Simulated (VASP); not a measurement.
The system is Ge.

```
CELL_PARAMETERS angstrom
5.24058 0.00000 0.00000
0.00000 5.24058 0.00000
0.00000 0.00000 2.65536
ATOMIC_POSITIONS crystal
Ge 0.00000 0.00000 0.00000
Ge 0.00000 0.50000 0.00000
Ge 0.50000 0.00000 0.00000
```

The cell was built by a generator and needn't be a form met in nature.

| Quantity | Value |
| --- | --- |
| Program | VASP 6.6.1 |
| Task | relaxation of cell and atoms |
| Functional | revPBE |
| Dispersion | D2 |
| Potentials or basis | VASP PAW PBE potentials, release 64 (Ge_d) |
| Cutoff | 600 eV |
| k mesh | 5 × 5 × 10 |
| Occupations | fermi-dirac, width 0.05 eV |
| Spin | no spin polarisation |

At the start: pressure -3.0 GPa; volume 24.31 Å³/atom.

**Question.** How do energy, volume and symmetry change on relaxing?

**Answer.** Over 8 steps the energy falls by 14.1 meV/atom and the volume is 23.02 Å³/atom (-5.3 %); space group P4/mmm (No. 123, to 0.05 Å).

The path:
| step | energy change (eV) | largest force (eV/Å) | pressure (GPa) | volume (Å³) |
| --- | --- | --- | --- | --- |
| 1 | 0.0000 | 0.0000 | -2.99 | 72.93 |
| 2 | -0.0401 | 0.0000 | 0.89 | 68.25 |
| 3 | -0.0421 | 0.0000 | 0.23 | 68.98 |
| 4 | -0.0420 | 0.0000 | -0.09 | 69.22 |
| 5 | -0.0420 | 0.0000 | -0.15 | 69.13 |
| 6 | -0.0421 | 0.0000 | -0.05 | 69.06 |
| 7 | -0.0422 | 0.0000 | -0.06 | 69.04 |
| 8 | -0.0424 | 0.0000 | 0.03 | 69.05 |

Final structure:
```
CELL_PARAMETERS angstrom
5.13676 0.00000 0.00000
0.00000 5.13676 0.00000
0.00000 0.00000 2.61677
ATOMIC_POSITIONS crystal
Ge 0.00000 0.00000 0.00000
Ge 0.00000 0.50000 0.00000
Ge 0.50000 0.00000 0.00000
```

Caveat: atom-pairwise D2, TS and ULG terms overbind metals; the PAW data sets were made with another functional, which shifts forces and pressure a little; pairwise dispersion overbinds metals, which lowers pressure and volume.
